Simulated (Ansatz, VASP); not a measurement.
## Two plane-wave programs on Ge

```xyz
2
Lattice="0.0000 0.0000 -2.6877 2.8171 0.0000 0.0000 0.0000 -5.1185 0.0000" Properties=species:S:1:pos:R:3 pbc="T T T"
Ge    1.4086    0.0000    0.0000
Ge    0.0000   -2.5592    0.0000
```

Alike in both runs: task single point; functional PBE; k mesh 12 × 12 × 8; occupations gaussian, width 0.15 eV; no spin polarisation.

|  | VASP | Ansatz |
| --- | --- | --- |
| version | VASP 6.6.1 | Ansatz 0.2.0 |
| potentials or method | VASP PAW PBE potentials, release 64 (Ge_d) | scalar-relativistic, plane waves, PAW |
| plane-wave cutoff (eV) | 520 | 420 |
| valence electrons in the cell | 28 | 28 |

|  | VASP | Ansatz | Ansatz less VASP |
| --- | --- | --- | --- |
| gap on the k mesh at the Fermi level (eV) | none | none | - |
| pressure (GPa) | 0.0 | 0.1 | +0.13 |
| largest component of the traceless stress (GPa) | 2.25 | 2.25 | +0.006 |

A gap of «none» marks a metal or a gap that the smearing closes.
